Results and discussion: the band gap of one silicon carbide crystal in eight programs

The gap is the energy from the highest filled to the lowest empty level, wherever on the k mesh the two lie. The direct gap compares filled and empty levels at the same mesh point. The crystal, the functional and the mesh are the same in every row, while the program, the potentials that stand for the atomic cores and the basis for the electron waves vary.

Band gaps of hexagonal SiC (space group P6_3mc, 4 atoms per cell) from Kohn-Sham DFT with the PBE functional, without spin polarisation or spin-orbit coupling. All runs use the same unrelaxed cell, a 10×10×5 k mesh, on which both gaps are taken, and Fermi-Dirac smearing of 0.05 eV. Energies in the basis column are plane-wave cutoffs.

```
         program                            potentials    basis  gap (eV)  direct gap (eV)  gap less the median of the rows (eV)
            GPAW  GPAW PAW data sets (gpaw data 1.2.1)   800 eV     2.472            4.070                                -0.017
Quantum ESPRESSO               SSSP 1.3 efficiency PBE   748 eV     2.479            4.078                                -0.010
          Ansatz                            Ansatz PAW   420 eV     2.482            4.080                                -0.007
         Octopus                        pseudodojo_pbe  default     2.489            4.085                                 0.000
            DFTK        dojo.nc.sr.pbe.v0_4_1.standard  1116 eV     2.489            4.086                                 0.000
          ABACUS   PseudoDojo NC SR 0.4.1 PBE standard  1116 eV     2.489            4.086                                 0.000
          SIRIUS            dojo sr pbe 0.4.1 standard  1127 eV     2.489              n/a                                 0.000
           PySCF                DZVP MOLOPT SR/GTH PBE  default     2.548            4.110                                 0.059
```

1. Which program gives the largest gap, and how much does the choice matter?

PySCF gives the largest gap, 2.548 eV, and GPAW the smallest, 2.472 eV. The difference is 0.076 eV, or 3% of the median gap. Most of it comes from the one high row: without PySCF the spread falls to 0.017 eV. The choice of program therefore looks harmless for most purposes, but the name of the program is only one of the things that change from row to row.

2. Is it the program itself that makes the difference?

Octopus, DFTK, ABACUS and SIRIUS answer this, because all four use potentials of the PseudoDojo family. Their gaps agree within 0.3 meV, although Octopus represents the electrons on a grid in space and the other three use plane waves. Once the potential is the same and the basis is fine enough, independently written programs solve the same equations and find the same levels. The larger differences in the table therefore most likely come from the potentials and the basis sets, although the other four programs were not run with PseudoDojo potentials to prove it.

This also fixes the meaning of the last column. The median falls within the PseudoDojo group, so a deviation of zero means agreement with that group. It doesn't mark the exact answer of the functional.

3. ABACUS puts the top of the filled levels 3.8 eV higher than Octopus does. Is one of them wrong?

Neither is wrong. An infinite crystal has no outside, and so no vacuum level from which to count energies. Each program sets the average electrostatic potential by its own convention, and a change of convention moves every level by the same amount. The shift cancels in a difference between two levels, which is why these two programs still agree on the gap. Single level energies from different bulk calculations should be compared only after they have been referred to a common level, such as the valence top.

4. What changes when the potentials are exchanged?

GPAW, Quantum ESPRESSO and Ansatz use other potentials and other cutoffs, and their gaps lie 0.007 to 0.017 eV below the PseudoDojo mean. The simplest picture is that a new potential moves all empty levels together, while the filled levels keep their spacing. Both gaps would then change by the same amount:

predicted direct gap = PseudoDojo direct gap + (gap − PseudoDojo gap)

The two PseudoDojo values are means over that group, and the three other rows had no part in setting them. For these three rows the rule predicts the direct gap to within about 2 meV. How strong this test is depends on where the direct gap lies. It isn't at the zone centre, where filled and empty levels are 4.622 eV apart in the PseudoDojo runs. The Octopus output lists the levels at every mesh point with its coordinates, so the place can be read off there, but the analysis here uses only the gaps and the levels at the zone centre. If it is the point of the lowest empty level, the test is weak: the same empty level then enters both gaps, and the agreement shows only that the filled levels keep their spacing.

The levels at the zone centre show that the success is limited. Measured from the valence top, the lowest empty level there is practically the same in GPAW as in the PseudoDojo runs, and the next one is 0.023 eV higher, while the gap is smaller. The empty levels therefore don't move as a block. A potential of this kind acts differently on the s, p and d parts of a wave, so each state responds according to its own make-up. Agreement on one gap is no guarantee of agreement on the rest of the bands.

5. Why does PySCF stand apart?

Its gap lies 0.059 eV above the PseudoDojo mean, more than three times the largest offset among the three rows just discussed. Its direct gap rises by only 0.024 eV, so the rule of a common shift fails here. PySCF is the only row with a Gaussian basis, and a small one: two functions for each valence shell, plus polarisation functions.

The hydrogen atom shows what such a basis can do. A few Gaussians chosen for the ground state describe that state well, but they describe the more extended excited states poorly. By the variational principle a poor description places a level too high, so the excitation energy comes out too large. In a crystal, likewise, functions chosen for the filled states tend to leave the empty ones too high and to widen the gap. The analogy gives the direction but not the size, because in a crystal the functions of neighbouring atoms help one another.

The basis is thus the likely cause, but it is not an established one, since PySCF also uses its own type of potential (GTH). A run with a larger Gaussian basis and the same potentials would separate the two effects.

6. Would a narrower smearing change the gap?

Smearing spreads the occupation of levels around the Fermi energy, as a temperature would. It matters when there are levels within a few smearing widths of that energy, as in a metal. In the Quantum ESPRESSO run the Fermi energy lies about 20 widths above the valence top, so the fraction of electrons removed there is about one in a billion. The filled states stay filled, and a narrower smearing would leave the gap as it is.

7. Would a different k mesh change it?

It would, and the agreement between the programs can't reveal this, because they all share the mesh. In this hexagonal form of silicon carbide the lowest empty level is known to lie at the zone corner K, one third of the way along both in-plane reciprocal axes. A mesh with ten divisions contains 0.3 and 0.4 but not 1/3. It therefore samples the conduction band beside its minimum, and the gap comes out too large.

The size of the error follows from treating the band near K as a parabola. With the cell edge a = 3.076 Å, the distance q from K to the nearest mesh point is

q = 4π / (√3 a) / (10 √3) ≈ 0.14 Å⁻¹

An electron with effective mass m, in units of the free-electron mass, has at this distance the extra energy

ΔE = (3.8 eV Å²) q² / m ≈ 3.8 × 0.14² / 0.4 ≈ 0.2 eV

The mass of 0.4 is a rough recalled value and the band need not be parabolic so far out, so only the order of magnitude counts: a tenth of an eV or somewhat more. This is still well above the differences between the plane-wave programs. A mesh with nine divisions would contain K and give a better gap, although it is coarser. For a band edge, it matters more that the mesh hits the right point than that it is dense.

8. Which digits of the gap can be trusted?

The answer depends on what the number is meant to describe. As the result of one set of potentials on this mesh, 2.489 eV is reproducible to the third decimal. As the PBE gap of this crystal it is less certain: the potentials and cutoffs of the plane-wave runs already affect the second decimal, and the mesh probably affects the first.

As a prediction for the real material it fails by much more. The measured gap is roughly 3.3 eV (a recalled value), about 0.8 eV above the PseudoDojo mean, and a mesh that contains K would widen the distance. Part of the disagreement may come from the structure, because the atoms are not relaxed and still feel forces of about 0.76 eV/Å. The main reason is well known, however. The true gap is the cost of removing an electron minus the energy gained by adding one, and the exact potential jumps by a constant when the added electron enters the empty band. PBE has no such jump, so its level spacing is too small.

The spread between programs thus measures only the errors in which they differ. Here the errors they share, from the mesh and the functional, are the larger ones. The printed analysis below gives the test of the common shift row by row, together with the estimate for the mesh.

Numerical output:

```
Uniform shift of empty levels tested on the direct gap, all in eV:
               row  gap offset from PseudoDojo mean  direct gap offset  predicted direct gap  prediction less value  direct less indirect gap
              GPAW                           -0.017           -0.01567                 4.069              -0.001333                     1.598
  Quantum ESPRESSO                            -0.01          -0.007667                 4.076              -0.002333                     1.599
            Ansatz                           -0.007          -0.005667                 4.079              -0.001333                     1.598
           Octopus                                0         -0.0006667                 4.086              0.0006667                     1.596
              DFTK                                0          0.0003333                 4.086             -0.0003333                     1.597
            ABACUS                                0          0.0003333                 4.086             -0.0003333                     1.597
            SIRIUS                                0                n/a                 4.086                    n/a                       n/a
             PySCF                            0.059            0.02433                 4.145                0.03467                     1.562
Number of PseudoDojo rows: 4
Spread of the gap over all rows (eV): 0.076
Spread of the gap over all rows (percent of the median): 3.053
Spread of the gap without PySCF (eV): 0.017
PySCF gap offset over largest offset of the other potentials (ratio): 3.471
Spread of the gap among PseudoDojo rows (meV): 0.312
Raw valence top, ABACUS less Octopus (eV): 3.828
Lowest empty level at zone centre, GPAW less PseudoDojo (eV): 0.001
Second empty level at zone centre, GPAW less PseudoDojo (eV): 0.023
Second empty level at zone centre, Quantum ESPRESSO less PseudoDojo (eV): 0.007
Fermi level above valence top in Quantum ESPRESSO (smearing widths): 20.43
Power of ten of the hole occupation at the valence top: -8.872
Distance from K to the nearest mesh point (1/angstrom): 0.1362
Mesh error of the gap, order of magnitude only (eV): 0.1766
Rough measured gap less PseudoDojo mean (eV): 0.811
```
